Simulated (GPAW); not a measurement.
## Ni3Al: energy against volume and a worked fit

```xyz
4
Lattice="3.5231 0.0000 0.0000 0.0000 3.5231 0.0000 0.0000 0.0000 3.5231" Properties=species:S:1:pos:R:3 pbc="T T T"
Ni    1.7615    1.7615    0.0000
Ni    1.7615    0.0000    1.7615
Ni    0.0000    1.7615    1.7615
Al    0.0000    0.0000    0.0000
```

The cell is a database's computed one, not the measured one.

The cell was scaled at fixed shape and fractions and run with GPAW, GPAW PAW data sets (gpaw-data 1.2.1), cutoff 600 eV; PBE+D4, k mesh 5 × 5 × 5 on the cell of 4 atoms, fermi-dirac occupations of 0.05 eV, collinear spin, ferromagnetic start, no spin-orbit coupling. Energies are those that the program minimises, any entropy of the smearing included. For a metal such a mesh isn't converged to the digits shown. The magnetic state is the one that the start led to, which needn't be the lowest.

```tsv
V (Å³/atom)	energy over the lowest row (meV/atom)
10.2760	39.74
10.4947	?
10.7133	6.79
10.9320	0.49
11.1506	0.00
11.3692	4.74
11.5879	14.16
```

Task: Fit the third-order Birch-Murnaghan form, give V0, B0 and B′, and predict the energy left open.

Result: With y = (V0/V)^(2/3), E = E0 + (9 V0 B0/16) [(y - 1)³ B′ + (y - 1)² (6 - 4y)]. Least squares through the rows shown give V0 = 11.0594 Å³/atom, E0 = -0.47 meV, B0 = 202.4 GPa (1 eV/Å³ = 160.218 GPa) and B′ = 4.60, with a largest miss of 0.01 meV. At V = 10.4947 the form with these constants gives 19.61 meV; the run gave 19.62 meV an atom.

The fit places the minimum between the two lowest rows, and the predicted 19.61 meV against the computed 19.62 meV shows that one smooth equation of state describes this range. Because the open point lies inside the fitted interval, the agreement tests interpolation, not the accuracy of the bulk modulus or extrapolation to stronger compression.

The high stiffness reflects metallic cohesion reinforced by hybridisation of Ni d states with Al s and p states. On compression, the kinetic energy of the electrons and the overlap repulsion between ion cores rise faster than the bonding gains, hence the positive B′ and the steeper compressed side.

Compared with experiment, the equilibrium volume is somewhat small and the bulk modulus high. The likely cause is the added dispersion term, whose pairwise attraction is probably too strong where conduction electrons screen it; PBE alone usually comes close to the measured volume of this alloy. The smooth curve doesn't show that the weak itinerant moment stays constant with volume.
